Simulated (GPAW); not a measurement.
# LiH (Fm-3m): one start, several treatments of the self-energy

Aim: compare treatments of exchange, screening and correlation for the gap of LiH (Fm-3m).

Calculated with GPAW 26.7.0; PBE and many-body steps on it, plane waves.

The database entry behind the starting cell differs from later determinations by our own check (the deuteride, about 0.2 % short), so it need not match the best structure at ambient conditions.

### 1. Starting point

Symmetry: Fm-3m, No. 225, cubic system. Conventional cell: a = 4.074 Å, b = 4.074 Å, c = 4.074 Å, α = 90.00°, β = 90.00°, γ = 90.00°. Nearest to Li lie 6 H at 2.04 Å. H has 6 Li at 2.04 Å nearest. Farther neighbours are not listed.

As a file:

```
Li H
1.0
     0.00000    2.03675    2.03675
     2.03675    0.00000    2.03675
     2.03675    2.03675    0.00000
Li H
1 1
Direct
  0.00000 0.00000 0.00000
  0.50000 0.50000 0.50000
```

The cell and positions come from the Crystallography Open Database and are kept as given unless a step says otherwise.

### 2. Empty states on the mesh, 8×8×8 mesh, 98 bands

This step: GPAW 26.7.0; DFT, PBE, plane waves, PAW.

The sums over transitions need many empty states on a uniform mesh; this step solves for them.

Input file run.py:

```python
import json
import numpy as np
from gpaw.mpi import world
from gpaw import GPAW

calc = GPAW('gs.gpw').fixed_density(kpts={'size': (8, 8, 8), 'gamma': True},
    parallel={'domain': 1, 'band': 1},
    txt='nscf.txt')
calc.diagonalize_full_hamiltonian(nbands=98)
calc.write('full.gpw', mode='all')
res = {}
kpts = calc.get_ibz_k_points()
res['kpts'] = kpts
res['eigenvalues'] = [calc.get_eigenvalues(kpt=k) for k in range(len(kpts))]
res['n_electrons'] = calc.get_number_of_electrons()

if world.rank == 0:
    with open('result.json', 'w') as f:
        json.dump(res, f, default=lambda x: x.tolist())
```

Command:

```console
$ mpirun -n 4 gpaw python run.py
```

Numbers of over 12 decimals in the logs are rounded to 6 here.

The program printed:

```text
Diagonalizing LCAO Hamiltonian
Converting LCAO to pw mode
convergence criteria:
- Maximum integral of absolute [eigenst]ate change: 4e-08 eV^2 / valence electron
maximum number of iterations: 100

SCF iterations
|iter     |     time |      energy | eigst |  dens |
|iter:   1|  |             | +2.45 |       |
|iter:   2|  |             | +0.37 |       |
|iter:   3|  |             | -2.09 |       |
|iter:   4|  |             | -4.71 |       |
|iter:   5|  |             | -7.16 |       |
|iter:   6|  |             | -8.39c|       |
SCF steps: 6
  __  _  _
 | _ |_)|_||  |
 |__||  | ||/\| - 26.7.0

Input parameters:
  mode=PW(ecut=600.0),
  convergence={'density': 1e-06, 'bands': -3},
  gpts=array([18, 18, 18]),
  kpts=MonkhorstPack(size=(8, 8, 8), gamma=True),
  maxiter=100,
  nbands=8,
  occupations=Occupations(name='fermi-dirac', width=0.001, fixmagmom=False),
  parallel={'domain': 1, 'band': 1},
  xc=XC(name='PBE')
Matrix size: 570x570
# Writing to full.gpw (mode='all')
  [... matrices ...]

timing:  # [seconds]
  Total: 2.418  # ━━━━━━━━━━━━━━━━━━━━━━━━━━━━━━━━━━━━━━━━━━━━━━━━━━━━━━━━━━━
```

The job ended after 8.1 s (4 MPI ranks of Intel Xeon Platinum 8259CL at 2.50GHz (Skylake/Cascade Lake), shared host; peak memory 0.71 GiB; 31 s of CPU time).

This step gave:

| Property | Result |
| --- | --- |
| gap | 2.999 eV |
| k of the valence top | 0.5, 0.5, 0 |
| k of the conduction bottom | 0.5, 0.5, 0 |
| least direct gap | 2.999 eV |
| k points computed | 29 |
| lowest point of the top converged band, above the valence top | 169.3394 eV |

On this mesh the gap is 2.999 eV.

### 3. G0W0, Godby-Needs plasmon pole

G0W0 replaces the xc potential by the self-energy, built once from these orbitals. Only a window of levels is corrected, while the sums run over the empty bands that the input names.

This step: G0W0 on PBE, plane waves, PAW.

Input file run.py:

```python
import json
import numpy as np
from gpaw.mpi import world
from gpaw.response.g0w0 import G0W0

gw = G0W0('full.gpw',
    filename='gw',
    kpts=[0, 24],
    bands=(0, 3),
    ecut=175,
    nbands=88,
    integrate_gamma='WS',
    ppa=True)
gw.calculate()
res = {mode: {k: v for k, v in r.items() if k != 'sigma_eskwn'}
       for mode, r in gw.all_results.items()}

if world.rank == 0:
    with open('result.json', 'w') as f:
        json.dump(res, f, default=lambda x: x.tolist())
```

Command:

```console
$ mpirun -n 4 gpaw python run.py
```

The program printed:

```text
Using integrator: PointIntegrator
FrequencyGridDescriptor(from 0.000+0.000j to 0.000+27.211j eV, 2 points)
Nonperiodic BCs:  [False False False]
Using integrator: PointIntegrator
FrequencyGridDescriptor(from 0.000+0.000j to 0.000+27.211j eV, 2 points)
Nonperiodic BCs:  [False False False]
  ___  _ _ _
 |   || | | |
 | | || | | |
 |__ ||_____|
 |___|

BZ k-points: Symmetries present (total): 48

  [... matrices ...]
512 k-points: 8 x 8 x 8 Monkhorst-Pack grid + [1/16,1/16,1/16]
29 k-points in the irreducible part of the Brillouin zone
       k-points in crystal coordinates                weights
   0:     0.00000000    0.00000000    0.00000000          1/512
   1:     0.12500000    0.12500000    0.00000000          6/512
   2:     0.12500000    0.12500000    0.12500000          8/512
   3:     0.25000000    0.12500000    0.12500000         12/512
   4:     0.25000000    0.25000000    0.00000000          6/512
   5:     0.25000000    0.25000000    0.12500000         24/512
   6:     0.25000000    0.25000000    0.25000000          8/512
   7:     0.37500000    0.25000000   -0.37500000         24/512
   8:     0.37500000    0.25000000    0.12500000         24/512
   9:     0.37500000    0.25000000    0.25000000         24/512
          ...
  28:     0.50000000    0.50000000    0.50000000          4/512

Distributing spins, k-points and bands (1 x 2 x 3) over 4 processes
Number of blocks: 1

Quasi particle states:
k-points (IBZ indices): [0, 24]
Band range: (0, 3)
  [... matrices ...]
Computational parameters:
Plane wave cut-off: 175 eV
Number of bands: 88
Coulomb cutoff: None
Broadening: 0.1 eV

fxc modes: GW
Kernel: RPA
Using Godby-Needs plasmon-pole approximation:
  Fitting energy: i*E0, E0 = 1.000 Hartree
Summing all q:

Calculating screened Coulomb potential
No Coulomb truncation
FrequencyGridDescriptor(from 0.000+0.000j to 0.000+27.211j eV, 2 points)
Removing empty qpoint cache files...

Calculating chi0 body with:
    Ground state adapter containing:
    Number of spins: 1
    Number of kpoints: 512
    Number of irreducible kpoints: 29
    Number of completely occupied states: 1
    Number of partially occupied states: 1
    Occupied states memory: 0.088989 M / cpu

    Linear response parametrization:
    q_c: [0.0, 0.0, 0.0]
    Number of frequency points: 2
    Planewave cutoff: 175.0
    Number of bands: 88
    Number of planewaves: 89
    Broadening (eta): 1e-06
    comm.size: 4
    kncomm.size: 4
    blockcomm.size: 1

    Memory estimate of potentially large arrays:
        chi0_wGG: 0.241730 M / cpu
Integrating chi0 body.

Symmetries of q_c:
    Direct symmetries (Uq -> q): 48
    Indirect symmetries (TUq -> q): 0
In total 48 allowed symmetries.

  [... matrices ...]
29 groups of equivalent kpoints. 94.3359375% reduction.

Integral kind: response function
Integrating chi0 head and wings.

Symmetries of q_c:
    Direct symmetries (Uq -> q): 48
    Indirect symmetries (TUq -> q): 0
In total 48 allowed symmetries.

  [... matrices ...]
29 groups of equivalent kpoints. 94.3359375% reduction.

Integral kind: response function wings

Calculating chi0 body with:
    Ground state adapter containing:
    Number of spins: 1
    Number of kpoints: 512
    Number of irreducible kpoints: 29
    Number of completely occupied states: 1
    Number of partially occupied states: 1
    Occupied states memory: 0.088989 M / cpu

[... the further q-points ...]

Results:
f:      Occupation numbers
eps:     KS-eigenvalues [eV]
vxc:     KS vxc [eV]
exx:     Exact exchange [eV]
sigma:   Self-energies [eV]
dsigma:  Self-energy derivatives
Z:       Renormalization factors
qp:      QP-energies [eV]

k-point 0 (0): (0.000, 0.000, 0.000)                GW
band       f     eps     vxc     exx   sigma  dsigma       Z      qp
                                                                   GW
   0   1.000  -5.649  -9.929 -15.692   3.319  -0.407   0.711  -7.387
   1   0.000  15.084 -11.919  -4.899  -6.194  -0.490   0.671  15.639
   2   0.000  17.137  -8.503  -2.285  -5.222  -0.454   0.688  17.822

k-point 1 (24): (0.500, 0.500, 0.000)                GW
band       f     eps     vxc     exx   sigma  dsigma       Z      qp
                                                                   GW
   0   1.000  -0.369 -11.348 -14.549   1.368  -0.292   0.774  -1.787
   1   0.000   2.629  -7.632  -3.729  -3.194  -0.228   0.815   3.207
   2   0.000  10.217  -8.083  -2.612  -4.394  -0.282   0.780  11.057
```

Wall time 2.7 min (4 MPI ranks); peak memory 0.82 GiB; 11 min of CPU time.

This step gave:

- G0W0 gap on the points computed: 4.994 eV
- least direct G0W0 gap on the computed points: 4.994 eV
- Z at the valence top: 0.7739
- Z at the conduction bottom: 0.8146
- starting gap on the mesh: 2.999 eV
- k of the valence top: 0.5, 0.5, 0
- k of the conduction bottom: 0.5, 0.5, 0

The gap on the mesh goes from 3.00 eV to 4.99 eV, a correction of +2.00 eV.

### 4. G0W0, full frequency, Hilbert transform

run.py: that of step 3 with these lines changed.

```diff
@@ -12,3 +12,5 @@
     integrate_gamma='WS',
-    ppa=True)
+    frequencies={'type': 'nonlinear', 'domega0': 0.1, 'omega2': 15.0},
+    eta=0.1,
+    nblocksmax=True)
 gw.calculate()
```

Command:

```console
$ mpirun -n 4 gpaw python run.py
```

The program printed:

```text
Using integrator: PointIntegrator
NonLinearFrequencyDescriptor(from 0.000 to 181.873 eV, 303 points)
Nonperiodic BCs:  [False False False]
Using integrator: PointIntegrator
NonLinearFrequencyDescriptor(from 0.000 to 181.873 eV, 303 points)
Nonperiodic BCs:  [False False False]
  ___  _ _ _
 |   || | | |
 | | || | | |
 |__ ||_____|
 |___|

BZ k-points: Symmetries present (total): 48

  [... matrices ...]
512 k-points: 8 x 8 x 8 Monkhorst-Pack grid + [1/16,1/16,1/16]
29 k-points in the irreducible part of the Brillouin zone
       k-points in crystal coordinates                weights
   0:     0.00000000    0.00000000    0.00000000          1/512
   1:     0.12500000    0.12500000    0.00000000          6/512
   2:     0.12500000    0.12500000    0.12500000          8/512
[...]
9:     0.37500000    0.25000000    0.25000000         24/512
          ...
  28:     0.50000000    0.50000000    0.50000000          4/512

Distributing spins, k-points and bands (1 x 2 x 3) over 1 process
Number of blocks: 4

Quasi particle states:
k-points (IBZ indices): [0, 24]
Band range: (0, 3)
  [... matrices ...]
Computational parameters:
Plane wave cut-off: 175 eV
Number of bands: 88
Coulomb cutoff: None
Broadening: 0.1 eV

fxc modes: GW
Kernel: RPA
Using full-frequency real axis integration
Summing all q:

Calculating screened Coulomb potential
No Coulomb truncation
NonLinearFrequencyDescriptor(from 0.000 to 181.873 eV, 303 points)
Removing empty qpoint cache files...

Calculating chi0 body with:
    Ground state adapter containing:
    Number of spins: 1
    Number of kpoints: 512
    Number of irreducible kpoints: 29
    Number of completely occupied states: 1
    Number of partially occupied states: 1
    Occupied states memory: 0.088989 M / cpu

[...]
Number of frequency points: 303
    Planewave cutoff: 175.0
    Number of bands: 88
    Number of planewaves: 89
    Broadening (eta): 0.1
    comm.size: 4
    kncomm.size: 1
    blockcomm.size: 4

    Memory estimate of potentially large arrays:
        chi0_wGG: 9.155514 M / cpu
Integrating chi0 body.

Symmetries of q_c:
    Direct symmetries (Uq -> q): 48
    Indirect symmetries (TUq -> q): 0
In total 48 allowed symmetries.

  [... matrices ...]
29 groups of equivalent kpoints. 94.3359375% reduction.

Integral kind: spectral function
Integrating chi0 head and wings.

Symmetries of q_c:
    Direct symmetries (Uq -> q): 48
    Indirect symmetries (TUq -> q): 0
In total 48 allowed symmetries.

  [... matrices ...]
29 groups of equivalent kpoints. 94.3359375% reduction.

Integral kind: spectral function wings
712.047523s |

Calculating chi0 body with:
    Ground state adapter containing:
    Number of spins: 1
    Number of kpoints: 512
    Number of irreducible kpoints: 29
    Number of completely occupied states: 1
    Number of partially occupied states: 1
    Occupied states memory: 0.088989 M / cpu

[... the further q-points ...]

Results:
f:      Occupation numbers
eps:     KS-eigenvalues [eV]
vxc:     KS vxc [eV]
exx:     Exact exchange [eV]
sigma:   Self-energies [eV]
dsigma:  Self-energy derivatives
Z:       Renormalization factors
qp:      QP-energies [eV]

k-point 0 (0): (0.000, 0.000, 0.000)                GW
band       f     eps     vxc     exx   sigma  dsigma       Z      qp
                                                                   GW
   0   1.000  -5.649  -9.929 -15.692   3.482  -0.512   0.661  -7.158
   1   0.000  15.084 -11.919  -4.899  -6.359  -0.465   0.683  15.536
   2   0.000  17.137  -8.503  -2.285  -5.206  -0.357   0.737  17.883

k-point 1 (24): (0.500, 0.500, 0.000)                GW
band       f     eps     vxc     exx   sigma  dsigma       Z      qp
                                                                   GW
   0   1.000  -0.369 -11.348 -14.549   1.352  -0.308   0.765  -1.783
   1   0.000   2.629  -7.632  -3.729  -3.160  -0.261   0.793   3.218
   2   0.000  10.217  -8.083  -2.612  -4.464  -0.286   0.778  11.001
```

Elapsed: 3.4 min, on 4 MPI ranks; peak memory 0.98 GiB; 14 min of CPU time.

Numbers from this step:

| Item | Value |
| --- | --- |
| G0W0 gap on the points computed | 5.001 eV |
| least direct G0W0 gap on the computed points | 5.001 eV |
| Z at the valence top | 0.7648 |
| Z at the conduction bottom | 0.7929 |
| starting gap on the mesh | 2.999 eV |
| k of the valence top | 0.5, 0.5, 0 |
| k of the conduction bottom | 0.5, 0.5, 0 |

Against G0W0 in GPAW (8×8×8 mesh, 88 bands, screening to 175 eV, Godby-Needs plasmon pole), the gap moves by +0.007 eV.

### 5. G0W0, multipole

run.py: that of step 4 with these lines changed.

```diff
@@ -12,5 +12,3 @@
     integrate_gamma='WS',
-    frequencies={'type': 'nonlinear', 'domega0': 0.1, 'omega2': 15.0},
-    eta=0.1,
-    nblocksmax=True)
+    mpa={'npoles': 4, 'wrange': [0, 40], 'varpi': 20.0, 'eta0': 0.01, 'eta_rest': 1.0, 'alpha': 1})
 gw.calculate()
```

Command:

```console
$ mpirun -n 4 gpaw python run.py
```

The program printed:

```text
Using integrator: PointIntegrator
FrequencyGridDescriptor(from 0.000+0.010j to 40.000+20.000j eV, 8 points)
Nonperiodic BCs:  [False False False]
Using integrator: PointIntegrator
FrequencyGridDescriptor(from 0.000+0.010j to 40.000+20.000j eV, 8 points)
Nonperiodic BCs:  [False False False]
  ___  _ _ _
 |   || | | |
 | | || | | |
 |__ ||_____|
 |___|

BZ k-points: Symmetries present (total): 48

  [... matrices ...]
512 k-points: 8 x 8 x 8 Monkhorst-Pack grid + [1/16,1/16,1/16]
29 k-points in the irreducible part of the Brillouin zone
[...]
GW
   0   1.000  -5.649  -9.929 -15.692   3.518  -0.481   0.675  -7.166
   1   0.000  15.084 -11.919  -4.899  -6.320  -0.430   0.700  15.574
   2   0.000  17.137  -8.503  -2.285  -5.158  -0.352   0.740  17.921

k-point 1 (24): (0.500, 0.500, 0.000)                GW
band       f     eps     vxc     exx   sigma  dsigma       Z      qp
                                                                   GW
   0   1.000  -0.369 -11.348 -14.549   1.415  -0.315   0.761  -1.728
   1   0.000   2.629  -7.632  -3.729  -3.142  -0.242   0.805   3.242
   2   0.000  10.217  -8.083  -2.612  -4.415  -0.322   0.756  11.016
```

Elapsed: 3.6 min, on 4 MPI ranks; peak memory 0.82 GiB.

This step gave:

| Property | Result |
| --- | --- |
| G0W0 gap on the points computed | 4.970 eV |
| least direct G0W0 gap on the computed points | 4.970 eV |
| starting gap on the mesh | 2.999 eV |
| k of the valence top | 0.5, 0.5, 0 |
| k of the conduction bottom | 0.5, 0.5, 0 |

Against G0W0 in GPAW (8×8×8 mesh, 88 bands, screening to 175 eV, Godby-Needs plasmon pole), the gap moves by −0.025 eV.

### 6. The runs together

Times are wall times on 4 MPI ranks of Intel Xeon Platinum 8259CL at 2.50GHz (Skylake/Cascade Lake), shared host, good to a factor of about two.

```tsv
run	mesh	bands	screening cutoff (eV)	DFT gap (eV)	gap on the mesh (eV)	direct (eV)	time
G0W0, Godby-Needs plasmon pole	8×8×8	88	175	2.999	4.994	4.994	2.7 min
G0W0, full frequency, Hilbert transform	8×8×8	88	175	2.999	5.001	5.001	3.4 min
G0W0, multipole	8×8×8	88	175	2.999	4.970	4.970	3.6 min
```

### 7. What came out

```json
{
  "G0W0, Godby-Needs plasmon pole": "4.994 eV",
  "G0W0, full frequency, Hilbert transform": "5.001 eV",
  "G0W0, multipole": "4.970 eV",
  "known limits": "not at the basis limit"
}
```

In words: G0W0, full frequency, Hilbert transform: +0.007 eV against G0W0, Godby-Needs plasmon pole. G0W0, multipole: −0.025 eV against G0W0, Godby-Needs plasmon pole. Bands and cutoff are finite, so the gap is not at the basis limit. The miss can reach some tenths of an eV and take either sign; the mesh is an error of its own. These stock PAW sets were not made for GW. In the G0W0 runs levels were corrected at 2 k points alone, so a gap called «on the mesh» is the least over those, and an edge elsewhere would be missed.

[Paths, hosts, dates, memory and timing lines, banners, echoed tables and standing remarks are left out of the program output.]

[Logs are printed without paths, hosts, clocks, repeated set-up lines and the standing remarks that a program may print on its own settings, such as how far it seeks lower states.]

[Runs of the session that timed out or met a known fault of the program may be left out.]

[Hosts, paths, dates, database ids (printed as entryN), source tags and the programs' standing remarks are cut or masked in the printed files.]
